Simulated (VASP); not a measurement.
# Al in VASP: further runs

One slab, Al, is run at these levels: PBEsol; tasks: single point.

All numbers are computed with VASP 6.6.1; they aren't measurements. Logs are shortened: lines on timing, memory, paths and dates and some standing lists are left out, and cuts for length are marked.

### Step 1. The cell of the first run

The cell holds a slab with vacuum, 3 atoms: a = 2.839 Å, b = 2.839 Å, c = 18.016 Å, α = 90.00°, β = 90.00°, γ = 90.00°.

The slab is cut from a database's or a generator's crystal, which needn't be the stable form of the element.

### Step 2. Single point, PBEsol (clean slab, lower half held)

INCAR

```
SYSTEM = Al
PREC = Accurate
ENCUT = 520
EDIFF = 1E-6
ISMEAR = 0
SIGMA = 0.1
LREAL = .FALSE.
LASPH = .TRUE.
NELM = 80
ALGO = Normal
ISIF = 2
LWAVE = .FALSE.
LCHARG = .TRUE.
LDIPOL = .TRUE.
IDIPOL = 3
DIPOL = 0.5 0.5 0.503
GGA = PS
LELF = .TRUE.
LVHAR = .TRUE.
LVACPOTAV = .TRUE.
NBANDS = 12
```

KPOINTS

```
regular mesh
0
G
  10 10 1
  0 0 0
```

POSCAR

```
Al
1.0
    2.8394270062      0.0000000000      0.0000000000
    0.0000000000      2.8394270062      0.0000000000
    0.0000000000      0.0000000000     18.0155561815
Al
3
Direct
    0.5000000000      0.5000000000      0.3885530888
    0.0000000000      0.0000000000      0.5034150934
    0.5000000000      0.5000000000      0.6184291544
```

Potentials or basis: VASP PAW PBE potentials, release 64 (Al).

On the command line:

```sh
> cat potpaw_PBE.64/Al/POTCAR > POTCAR
> mpirun -np 1 vasp_std > vasp.out
```

OUTCAR:

```text
SYSTEM = Al
   PREC = Accurate
   ENCUT = 520
   EDIFF = 1E-6
   ISMEAR = 0
   LREAL = .FALSE.
   LASPH = .TRUE.
   NELM = 80
   ISIF = 2
   GGA = PS

 ion  position               nearest neighbor table
   1  0.500  0.500  0.389-   2 2.88   2 2.88   2 2.88   2 2.88
   2  0.000  0.000  0.503-   1 2.88   1 2.88   1 2.88   1 2.88   3 2.89   3 2.89   3 2.89   3 2.89

   3  0.500  0.500  0.618-   2 2.89   2 2.89   2 2.89   2 2.89

  LATTYP: Found a simple tetragonal cell.
 ALAT       =     2.8394270062
 C/A-ratio  =     6.3447858114

  Lattice vectors:

 A1 = (   2.8394270062,   0.0000000000,   0.0000000000)
 A2 = (   0.0000000000,   2.8394270062,   0.0000000000)
 A3 = (   0.0000000000,   0.0000000000,  18.0155561815)

Analysis of symmetry for initial positions (statically):
=====================================================================
 Subroutine PRICEL returns:
 Original cell was already a primitive cell.

 Routine SETGRP: Setting up the symmetry group for a
 simple tetragonal supercell.

 Subroutine GETGRP returns: Found  8 space group operations
 (whereof  8 operations were pure point group operations)
 out of a pool of 16 trial point group operations.

The static configuration has the point symmetry C_4v.

Analysis of symmetry for dynamics (positions and initial velocities):
=====================================================================
 Subroutine PRICEL returns:
 Original cell was already a primitive cell.

 Routine SETGRP: Setting up the symmetry group for a
 simple tetragonal supercell.

 Subroutine GETGRP returns: Found  8 space group operations
 (whereof  8 operations were pure point group operations)
 out of a pool of 16 trial point group operations.

The dynamic configuration has the point symmetry C_4v.

 Subroutine INISYM returns: Found  8 space group operations
 (whereof  8 operations are pure point group operations),
 and found     1 'primitive' translations

----------------------------------------------------------------------------------------

                                     Primitive cell

  volume of cell :     145.2476

  direct lattice vectors                    reciprocal lattice vectors
     2.839427006  0.000000000  0.000000000     0.352183732  0.000000000  0.000000000
     0.000000000  2.839427006  0.000000000     0.000000000  0.352183732  0.000000000
     0.000000000  0.000000000 18.015556181     0.000000000  0.000000000  0.055507584

  length of vectors
     2.839427006  2.839427006 18.015556181     0.352183732  0.352183732  0.055507584

  position of ions in fractional coordinates (direct lattice)
     0.500000000  0.500000000  0.388553089
     0.000000000  0.000000000  0.503415093
     0.500000000  0.500000000  0.618429154

  ion indices of the primitive-cell ions
   primitive index   ion index
                 1           1
                 2           2
                 3           3

----------------------------------------------------------------------------------------

 KPOINTS: regular mesh

Automatic generation of k-mesh.
 Grid dimensions read from file:
 generate k-points for:   10   10    1

 Generating k-lattice:

  Cartesian coordinates                     Fractional coordinates (reciprocal lattice)
     0.035218373  0.000000000  0.000000000     0.100000000  0.000000000  0.000000000
     0.000000000  0.035218373  0.000000000     0.000000000  0.100000000  0.000000000
     0.000000000  0.000000000  0.055507584     0.000000000  0.000000000  1.000000000

  Length of vectors
     0.035218373  0.035218373  0.055507584

  Shift w.r.t. Gamma in fractional coordinates (k-lattice)
     0.000000000  0.000000000  0.000000000

 Subroutine IBZKPT returns following result:
 ===========================================

 Found     21 irreducible k-points:

 Following reciprocal coordinates:
            Coordinates               Weight
  0.000000  0.000000  0.000000      1.000000
  0.100000  0.000000  0.000000      4.000000
  0.200000  0.000000  0.000000      4.000000
  0.300000  0.000000  0.000000      4.000000
  0.400000  0.000000  0.000000      4.000000
  0.500000  0.000000  0.000000      2.000000
[... 13 lines left out ...]
  0.500000  0.400000  0.000000      4.000000
  0.500000  0.500000  0.000000      1.000000
   k-points           NKPTS =     21   k-points in BZ     NKDIM =     21   number of bands    NBANDS=     12
   number of dos      NEDOS =    301   number of ions     NIONS =      3
   total plane-waves  NPLWV =  80640
   dimension x,y,z NGX =    24 NGY =   24 NGZ =  140
   dimension x,y,z NGXF=    48 NGYF=   48 NGZF=  280
   ions per type =               3
   NGX,Y,Z   is equivalent  to a cutoff of  14.05, 14.05, 12.92 a.u.
   NGXF,Y,Z  is equivalent  to a cutoff of  28.10, 28.10, 25.84 a.u.
 SYSTEM =  Al
   PREC   = accura    normal or accurate (medium, high low for compatibility)
   ISTART =      0    job   : 0-new  1-cont  2-samecut
   ICHARG =      2    charge: 1-file 2-atom 10-const
   ISPIN  =      1    spin polarized calculation?
   LNONCOLLINEAR =      F non collinear calculations
   LSORBIT =      F    spin-orbit coupling
   LASPH  =      T    aspherical Exc in radial PAW
   ENCUT  =  520.0 eV  38.22 Ry    6.18 a.u.   5.28  5.28 33.50*2*pi/ulx,y,z
   NELM   =     80;   NELMIN=  2; NELMDL= -5     # of ELM steps
   EDIFF  = 0.1E-05   stopping-criterion for ELM
   LREAL  =      F    real-space projection
   EDIFFG = 0.1E-04   stopping-criterion for IOM
   NSW    =      0    number of steps for IOM
   IBRION =     -1    ionic relax: 0-MD 1-quasi-New 2-CG
   NFREE  =      0    steps in history (QN), initial steepest desc. (CG)
   ISIF   =      2    stress and relaxation
   ISYM   =      2    0-nonsym 1-usesym 2-fastsym
   POTIM  = 0.5000    time-step for ionic-motion
   TEBEG  =    0.0;   TEEND  =   0.0 temperature during run
   PSTRESS=    0.0 pullay stress
   NELECT =       9.0000    total number of electrons
   NUPDOWN=      -1.0000    fix difference up-down
   EMIN   =  10.00;   EMAX   =-10.00  energy-range for DOS
   EFERMI =   0.00;   METHOD = LEGACY
   ISMEAR =     0;   SIGMA  =   0.10  broadening in eV -4-tet -1-fermi 0-gaus
   EFERMI_NEDOS =   21; number of points for ismear=-14 and -15
   IALGO  =     38    algorithm
   IMIX   =      4    mixing-type and parameters
     AMIX     =   0.40;   BMIX     =  1.00
     AMIX_MAG =   1.60;   BMIX_MAG =  1.00
  volume/ion in A,a.u.               =      48.42       326.73
  Fermi-wavevector in a.u.,A,eV,Ry     =   0.647817  1.224197  5.709922  0.419667
  Thomas-Fermi vector in A             =   1.716249
   LORBIT       =      0    0 simple, 1 ext, 2 COOP (PROOUT), +10 PAW based schemes
   GGA     = PS    functional components
   LHFCALC =     F    Hartree Fock is set to
   AEXX    =    0.0000 exact exchange contribution
   IVDW    =     0    specifies the selected vdW correction
   LEPSILON=     F    determine dielectric tensor
   LRPA    =     F    only Hartree local field effects (RPA)
 non-spin polarized calculation
 Gauss-broadening in eV      SIGMA  =   0.10
  energy-cutoff  :      520.00
  volume of cell :      145.25
 maximum number of plane-waves:      3953
 NGX is ok and might be reduce to    24
   NGX = 11   NGY = 11   NGZ = 67

 dipolmoment           0.000000      0.000000      0.000885 electrons x Angstroem

 number of electron       9.0000000 magnetization

 dipolmoment           0.000000      0.000000     -0.000013 electrons x Angstroem

 Free energy of the ion-electron system (eV)
  ---------------------------------------------------
  ext. energy  EPLUGINS =         0.00000000
  ---------------------------------------------------
  free energy    TOTEN  =       -11.21587371 eV

  energy without entropy =      -11.21103271  energy(sigma->0) =      -11.21345321

 E-fermi :  -0.2446     XC(G=0):  -4.5842

 val. band max:       -0.2863582268   @ k =   0.5000   0.2000   0.0000
 cond. band min:      -0.2267205480   @ k =   0.5000   0.0000   0.0000
 fundamental gap:      0.0596376788
 Fermi energy:        -0.2445711095

 k-point     1 :       0.0000    0.0000    0.0000
  band No.  band energies     occupation
      1     -10.4284      2.00000
      2      -8.2854      2.00000
      3      -5.0317      2.00000
      4      -2.0383      2.00000
      5       1.7676      0.00000
      6       3.8190      0.00000
      7       4.2465      0.00000
      8       6.0521      0.00000
      9       6.2179      0.00000
     10       6.3015      0.00000
     11       6.4396      0.00000
     12       6.4396      0.00000

 k-point     2 :       0.1000    0.0000    0.0000
  band No.  band energies     occupation
      1     -10.2457      2.00000
      2      -8.1046      2.00000
      3      -4.8521      2.00000
      4      -1.8675      2.00000
      5       1.9312      0.00000
      6       3.5736      0.00000
      7       4.0004      0.00000
      8       4.4351      0.00000
      9       5.5264      0.00000
     10       6.3955      0.00000
     11       6.4951      0.00000
     12       6.5964      0.00000

 k-point     3 :       0.2000    0.0000    0.0000
  band No.  band energies     occupation
      1      -9.6991      2.00000
      2      -7.5639      2.00000
      3      -4.3155      2.00000
      4      -1.3579      2.00000
      5       0.7742      0.00000
      6       2.5049      0.00000
      7       2.8231      0.00000
      8       4.5543      0.00000
      9       4.9747      0.00000
     10       5.9677      0.00000
     11       6.9603      0.00000
     12       7.0182      0.00000
[... 241 lines left out ...]
 k-point    20 :       0.5000    0.4000    0.0000
  band No.  band energies     occupation
      1      -3.2434      2.00000
      2      -3.1385      2.00000
      3      -1.1494      2.00000
      4      -1.1443      2.00000
      5       0.4446      0.00000
      6       0.7097      0.00000
      7       1.7340      0.00000
      8       2.2147      0.00000
      9       2.5719      0.00000
     10       2.6443      0.00000
     11       4.4840      0.00000
     12       5.0062      0.00000

 k-point    21 :       0.5000    0.5000    0.0000
  band No.  band energies     occupation
      1      -2.1842      2.00000
      2      -2.1842      2.00000
      3      -0.9435      2.00000
      4      -0.5717      2.00000
      5      -0.2012      0.53971
      6      -0.2012      0.53971
      7       1.3142      0.00000
      8       1.4014      0.00000
      9       2.8315      0.00000
     10       2.8315      0.00000
     11       3.7040      0.00000
     12       5.5981      0.00000

------------------------ aborting loop because EDIFF is reached ----------------------------------------

  FORCE on cell =-STRESS in cart. coord.  units (eV):
  Direction    XX          YY          ZZ          XY          YZ          ZX
  --------------------------------------------------------------------------------------
  -------------------------------------------------------------------------------------
  Total       -2.0043243     -2.0043243     -0.0669192      0.0000000      0.0000000      0.0000000
  in kB      -22.1090193    -22.1090193     -0.7381629      0.0000000      0.0000000      0.0000000
  external PRESSURE =     -14.9854005 kB  Pullay stress =       0.0000000 kB

 VOLUME and BASIS-vectors are now :
 -----------------------------------------------------------------------------
  energy-cutoff  :      520.00
  volume of cell :      145.25
      direct lattice vectors                 reciprocal lattice vectors
     2.839427006  0.000000000  0.000000000     0.352183732  0.000000000  0.000000000
     0.000000000  2.839427006  0.000000000     0.000000000  0.352183732  0.000000000
     0.000000000  0.000000000 18.015556181     0.000000000  0.000000000  0.055507584

 POSITION                                       TOTAL-FORCE (eV/Angst)
 -----------------------------------------------------------------------------------
      1.41971      1.41971      7.00000         0.000000      0.000000      0.012588
      0.00000      0.00000      9.06930         0.000000     -0.000000      0.006349
      1.41971      1.41971     11.14135         0.000000     -0.000000     -0.018937
 -----------------------------------------------------------------------------------
    total drift:                               -0.000000      0.000000      0.000017

  FREE ENERGIE OF THE ION-ELECTRON SYSTEM (eV)
  ---------------------------------------------------
  free  energy   TOTEN  =       -11.2158737098 eV

  energy  without entropy=      -11.2110327063  energy(sigma->0) =      -11.21345321

 vacuum level on the upper side and lower side of the slab         4.309         4.310
```

Run time: 2 min. Hardware: 1 thread of AMD EPYC, shared host; peak memory 0.22 GiB.

What came out:

| Item | Value |
| --- | --- |
| Free energy | -11.2159 eV |
| Largest force | 0.019 eV/Å |
| Band gap on the k mesh | none (metal or under the smearing width) |
| Work function of the upper face | 4.55 eV |
| Work function of the lower face | 4.55 eV |

Forces in eV/Å, atoms in the order of the input:
```
Al   0.000  0.000  0.013
Al   0.000  0.000  0.006
Al   0.000  0.000 -0.019
```

Caveat: the PAW data sets were made with another functional, which shifts forces and pressure a little.

### Step 3. Single point, PBEsol (the clean substrate in the cell of the map)

INCAR

```
SYSTEM = Al
ALGO = Normal ; DIPOL = 0.5 0.5 0.309
EDIFF = 1E-6 ; ENCUT = 520
GGA = PS ; IDIPOL = 3
ISIF = 2 ; ISMEAR = 0
LASPH = .TRUE. ; LCHARG = .FALSE.
LDIPOL = .TRUE. ; LREAL = .FALSE.
LWAVE = .FALSE. ; NBANDS = 12
NELM = 60 ; PREC = Accurate
SIGMA = 0.1
```

KPOINTS

```
k-points
0
G
  9 9 1
  0 0 0
```

POSCAR

```
Al
1.0
    2.8394270062      0.0000000000      0.0000000000
    0.0000000000      2.8394270062      0.0000000000
    0.0000000000      0.0000000000     19.6413451746
Al
3
Direct
    0.5000000000      0.5000000000      0.2036520393
    0.0000000000      0.0000000000      0.3090064780
    0.5000000000      0.5000000000      0.4145003869
```

Potentials or basis: VASP PAW PBE potentials, release 64 (Al).

On the command line:

```sh
> cat potpaw_PBE.64/Al/POTCAR > POTCAR
> mpirun -np 1 vasp_std > vasp.out
```

Wall time 84 s (1 thread of AMD EPYC, shared host); peak memory 0.23 GiB.

Results (log left out):

* Free energy: -11.1457 eV
* Largest force: 0.130 eV/Å
* Band gap on the k mesh: none (metal or under the smearing width)

Forces on the atoms (eV/Å):
```
Al   0.000  0.000 -0.130
Al   0.000  0.000  0.008
Al   0.000  0.000  0.122
```

Levels at points of the mesh, in eV from the Fermi level:
```
           k point  band 2  band 3  band 4  band 5  band 6  band 7
(0.00, 0.00, 0.00)   -8.34   -5.10   -2.10    1.71    3.74    4.21
```

Caveat: the PAW data sets were made with another functional, which shifts forces and pressure a little.

[end of part 1 of 2]
